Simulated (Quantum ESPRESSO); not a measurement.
Ge:

```
Ge
1.0
     0.00000    2.82891    2.82891
     2.82891    0.00000    2.82891
     2.82891    2.82891    0.00000
Ge
2
Direct
  0.75000 0.75000 0.75000
  0.50000 0.50000 0.50000
```

Base run:

- Program: Quantum ESPRESSO 7.5
- Functional: vdW-DF3-opt1
- Potentials or basis: PseudoDojo 0.4.1 SR PBE standard
- Cutoff: 1061 eV
- Density cutoff: 4245 eV
- k mesh: 8 × 8 × 8
- Occupations: fermi-dirac, width 0.05 eV
- Spin: no spin polarisation

Its results: band gap on the k mesh none (metal or under the smearing width); pressure 0.6 GPa.

**Question.** The run is repeated on the same cell with these changes: functional from vdW-DF3-opt1 to LDA; potentials or basis from PseudoDojo 0.4.1 SR PBE standard to GBRV 1.5 LDA; cutoff from 1061 eV to 612 eV; density cutoff from 4245 eV to 4898 eV. What comes out?

**Answer.** Band gap on the k mesh none (metal or under the smearing width); pressure -1.5 GPa.

Caveats: this crystal is a semiconductor, whose small gap the functional closes, so the metal is an error of the method; the potentials were made for another functional, which shifts forces and pressure (some runs).
